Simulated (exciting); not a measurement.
# Pb (P6_3/mmc) in exciting: equation of state, part 2 of 2

exciting (release sodium). The steps go on from the part before.

**7. Equation of state, PBE, 30.49 Å³/atom (volume scaled by 1.04)**

input.xml reads:

```xml
<input>
  <title>Pb</title>
  <structure speciespath="./" tshift="false">
    <crystal scale="1">
      <basevect>6.662786402467 0.000000000000 0.000000000000</basevect>
      <basevect>-3.331393201139 5.770142284641 0.000000000000</basevect>
      <basevect>0.000000000000 0.000000000000 10.702579307479</basevect>
    </crystal>
    <species speciesfile="Pb.xml" rmt="2.3">
      <atom coord="0.666666666700 0.333333333300 0.750000000000"/>
      <atom coord="0.333333333300 0.666666666700 0.250000000000"/>
    </species>
  </structure>
  <groundstate do="fromscratch" ngridk="9 9 5" rgkmax="9" gmaxvr="14" lmaxapw="10" lmaxmat="10" lmaxvr="8" xctype="GGA_PBE" stype="Fermi Dirac" swidth="0.00183747" nempty="10" ValenceRelativity="iora*" epsengy="1e-05" epspot="1e-05" maxscl="60" outputlevel="normal"/>
</input>
```

Potentials or basis: all-electron LAPW+lo, shipped species files, valence relativity iora*.

On the command line:

```sh
$ OMP_NUM_THREADS=1 exciting_smp
```

INFO.OUT:

```text
================================================================================
EXCITING SODIUM started
[... 10 lines left out ...]

 Lattice vectors (cartesian) :
      6.6627864025      0.0000000000      0.0000000000
     -3.3313932011      5.7701422846      0.0000000000
      0.0000000000      0.0000000000     10.7025793075

 Reciprocal lattice vectors (cartesian) :
      0.9430266750      0.5444567046     -0.0000000000
      0.0000000000      1.0889134093      0.0000000000
      0.0000000000     -0.0000000000      0.5870720624

 Unit cell volume                           :     411.4630754899
 Brillouin zone volume                      :       0.6028492670

 Species :    1 (Pb)
     parameters loaded from                 :    Pb.xml
     name                                   :    lead
     nuclear charge                         :     -82.00000000
     electronic charge                      :      82.00000000
     atomic mass                            :  377702.49410000
     muffin-tin radius                      :       2.30000000
     # of radial points in muffin-tin       :     450

     atomic positions (lattice) :
       1 :   0.66666667  0.33333333  0.75000000
       2 :   0.33333333  0.66666667  0.25000000

 Total number of atoms per unit cell        :       2

 Spin treatment                             :    spin-unpolarised

 Number of Bravais lattice symmetries       :      24
 Number of crystal symmetries               :      12

 k-point grid                               :       9    9    5
 Total number of k-points                   :      50
 k-point set is reduced with crystal symmetries

 R^MT_min * |G+k|_max (rgkmax)              :       9.00000000
 Species with R^MT_min                      :       1 (Pb)
 Maximum |G+k| for APW functions            :       3.91304348
 Maximum |G| for potential and density      :      14.00000000

 G-vector grid sizes                        :      30    30    48
 Total number of G-vectors                  :   18977

 Maximum angular momentum used for
     APW functions                          :      10
     computing H and O matrix elements      :      10
     potential and density                  :       8
     inner part of muffin-tin               :       2

 Total nuclear charge                       :    -164.00000000
 Total electronic charge                    :     164.00000000
 Total core charge                          :     136.00000000
 Total valence charge                       :      28.00000000

 Number of empty states                     :      10
 Total number of valence states             :      25

 Maximum Hamiltonian size                   :     458
 Maximum number of plane-waves              :     430
 Total number of local-orbitals             :      28

 Exchange-correlation type                  :      20
     Perdew-Burke-Ernzerhof, Phys. Rev. Lett. 77, 3865 (1996)
     Generalised gradient approximation (GGA)

 Smearing scheme                            :    Fermi-Dirac
 Smearing width                             :       0.00183747

 Using multisecant Broyden potential mixing
[... 16 lines left out ...]
+ SCF iteration number :    1                                                  +
++++++++++++++++++++++++++++++++++++++++++++++++++++++++++++++++++++++++++++++++
 Total energy                               :    -41849.70131760
 _______________________________________________________________
 Fermi energy                               :         0.28701896
 Kinetic energy                             :     48747.26583476
 Coulomb energy                             :    -89816.35691660
 Exchange energy                            :      -770.50253518
 Correlation energy                         :       -10.10770058
[... 335 lines left out ...]
 Electron charges :
     core                                   :       136.00000000
     core leakage                           :         0.02459581
     valence                                :        28.00000000
     interstitial                           :         5.86174045
     charge in muffin-tin spheres :
                  atom     1    Pb          :        79.06912978
                  atom     2    Pb          :        79.06912978
     total charge in muffin-tins            :       158.13825955
     total charge                           :       164.00000000

 RMS change in effective potential (target) :  0.209473E-08  ( 0.100000E-04)
 Absolute change in total energy   (target) :  0.961583E-06  ( 0.100000E-04)
 Charge distance                   (target) :  0.246712E-09  ( 0.100000E-04)

++++++++++++++++++++++++++++++++++++++++++++++++++++++++++++++++++++++++++++++++
| Convergency criteria checked for the last 2 iterations                       +
| Convergence targets achieved. Performing final SCF iteration                 +
++++++++++++++++++++++++++++++++++++++++++++++++++++++++++++++++++++++++++++++++
 Total energy                               :    -41857.32237637
 _______________________________________________________________
 Fermi energy                               :         0.26700848
 Kinetic energy                             :     48739.37263730
 Coulomb energy                             :    -89816.02024836
 Exchange energy                            :      -770.56603105
 Correlation energy                         :       -10.10873425

 DOS at Fermi energy (states/Ha/cell)       :        42.26556458

 Electron charges :
     core                                   :       136.00000000
     core leakage                           :         0.02459581
     valence                                :        28.00000000
     interstitial                           :         5.86174045
     charge in muffin-tin spheres :
                  atom     1    Pb          :        79.06912978
                  atom     2    Pb          :        79.06912978
     total charge in muffin-tins            :       158.13825955
     total charge                           :       164.00000000

++++++++++++++++++++++++++++++++++++++++++++++++++++++++++++++++++++++++++++++++
[... 7 lines left out ...]

--------------------------------------------------------------------------------
- CAUTION! Warnings have been written in file WARNING.OUT !                    -
--------------------------------------------------------------------------------
================================================================================
| EXCITING SODIUM stopped                                                      =
================================================================================
```

Wall time 2.9 min (1 thread of Arm Neoverse V1, shared host); peak memory 0.15 GiB.

Results:

```yaml
Free_energy: -1138995.7788 eV
Band_gap_on_the_k_mesh: none (metal or under the smearing width)
All_electrons_inside_the_program's_atomic_spheres: Pb 79.07 (radii Pb 2.3 bohr)
```

Caveat: the log's total energy holds no entropy term; the free energy is that total less TS from the occupations.

**8. Equation of state, PBE, 31.07 Å³/atom (volume scaled by 1.06)**

Changes to input.xml since step 7:

```diff
@@ -4,5 +4,5 @@
     <crystal scale="1">
-      <basevect>6.662786402467 0.000000000000 0.000000000000</basevect>
-      <basevect>-3.331393201139 5.770142284641 0.000000000000</basevect>
-      <basevect>0.000000000000 0.000000000000 10.702579307479</basevect>
+      <basevect>6.705225676565 0.000000000000 0.000000000000</basevect>
+      <basevect>-3.352612838283 5.806895774208 0.000000000000</basevect>
+      <basevect>0.000000000000 0.000000000000 10.770750440243</basevect>
     </crystal>
```

On the command line:

```sh
$ OMP_NUM_THREADS=1 exciting_smp
```

Run time: 3 min. Hardware: 1 thread of Arm Neoverse V1, shared host; peak memory 0.15 GiB.

Results (log left out):

- Free energy: -1138995.7914 eV
- Band gap on the k mesh: none (metal or under the smearing width)
- All electrons inside the program's atomic spheres: Pb 79.06 (radii Pb 2.3 bohr)

Caveat: the log's total energy holds no entropy term; the free energy is that total less TS from the occupations.

**9. Equation of state, PBE**

Potentials or basis: all-electron LAPW+lo, shipped species files, valence relativity iora*.

This step only gathers the single runs of the series.

Results:

```yaml
Equilibrium_volume: outside the volumes run
```

Energy against volume, from the lowest point:
| volume (Å³/atom) | energy (meV/atom) |
| --- | --- |
| 27.555 | 95.68 |
| 28.141 | 68.22 |
| 28.727 | 46.43 |
| 29.314 | 28.91 |
| 29.900 | 15.85 |
| 30.486 | 6.33 |
| 31.073 | 0.00 |

Caveat: the minimum lies outside the volumes run.
